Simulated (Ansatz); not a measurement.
The calculation used DFT PBE, scalar-relativistic, plane waves, PAW (Ansatz). All cells share a 420 eV cutoff and Γ-centred k meshes spaced at most about 0.3 Å⁻¹ (about 0.25 or finer for metals, 2π included). No spin polarisation.

Temperature and zero-point effects are left out.

Task: Order these relaxed structures of GaP2 by energy, lowest first, with the energy over the lowest of them.
A.

Space group P4/mmm (No. 123). a = 5.117 Å, b = 5.117 Å, c = 2.377 Å, α = 90.00°, β = 90.00°, γ = 90.00°
```tsv
atom	site	symmetry	x	y	z
Ga	1a	4/mmm	0.0000	0.0000	0.0000
P	2f	mmm.	0.0000	0.5000	0.0000
```

B.

Space group P4/mbm (No. 127). a = 6.586 Å, b = 6.586 Å, c = 2.564 Å, α = 90.00°, β = 90.00°, γ = 90.00°
| atom | site | symmetry | x | y | z |
| --- | --- | --- | --- | --- | --- |
| Ga | 2a | 4/m.. | 0.0000 | 0.0000 | 0.0000 |
| P | 4g | m.2m | 0.1144 | 0.3856 | 0.0000 |

C.

Space group Pa-3 (No. 205). a = 6.023 Å, b = 6.023 Å, c = 6.023 Å, α = 90.00°, β = 90.00°, γ = 90.00°
| atom | site | symmetry | x | y | z |
| --- | --- | --- | --- | --- | --- |
| Ga | 4a | .-3. | 0.0000 | 0.0000 | 0.0000 |
| P | 8c | .3. | 0.1012 | 0.6012 | 0.8988 |

Result: C (0 meV/atom), B (129 meV/atom), A (551 meV/atom). Forms: C pyrite type, Pa-3; B P4/mbm; A P4/mmm. Counting P atoms around Ga (those within 1.25 times the shortest such distance or 1.15 times the sum of covalent radii): C has Ga 6; B has Ga 4; A has Ga 4. C holds P–P pairs (shortest 2.11 Å); B holds P–P pairs (shortest 2.13 Å); A holds P–P chains (shortest 2.38 Å). All come from invented guesses. The lowest form computed isn't among them: it has the marcasite type, space group Pnnm (No. 58), 18.4 Å³/atom and lies 11 meV/atom below the best shown.

In P4/mmm an odd number of electrons in the primitive cell allows no gap without spin; a larger cell or a magnetic state could open one. Cells relaxed within their symmetry can be saddle points. Some types were kept out of the candidates beforehand, so the set may lack a known form.
